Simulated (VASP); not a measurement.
```
BaSnO3
1.0
    4.24623     0.00000     0.00000
    0.00000     4.24623     0.00000
    0.00000     0.00000     4.24623
Ba Sn O
1 1 3
Direct
  0.50000   0.50000   0.50000
  0.00000   0.00000   0.00000
  0.00000   0.50000   0.00000
  0.50000   0.00000   0.00000
  0.00000   0.00000   0.50000
```

Level of theory: PBE GGA, VASP's PBE PAW potentials (set 64) (plane waves; VASP). Settings: 400 eV cut-off, 5×5×5 Γ-centred mesh, Gaussian smearing of 0.050 eV, potentials Ba_sv Sn_d O.

At this cut-off the stress carries a Pulay error, which pulls relaxed volumes low.

**Question.** Give the stress tensor in GPa (positive for a compressed cell).

**Answer.** 
```
-8.61   0.00   0.00
 0.00  -8.61   0.00
 0.00   0.00  -8.61
```
The pressure is its mean diagonal, -8.61 GPa.

The structure comes from a computed database's BaSnO3 entry; how it stands against other phases isn't given here. The cell was not relaxed at this level.
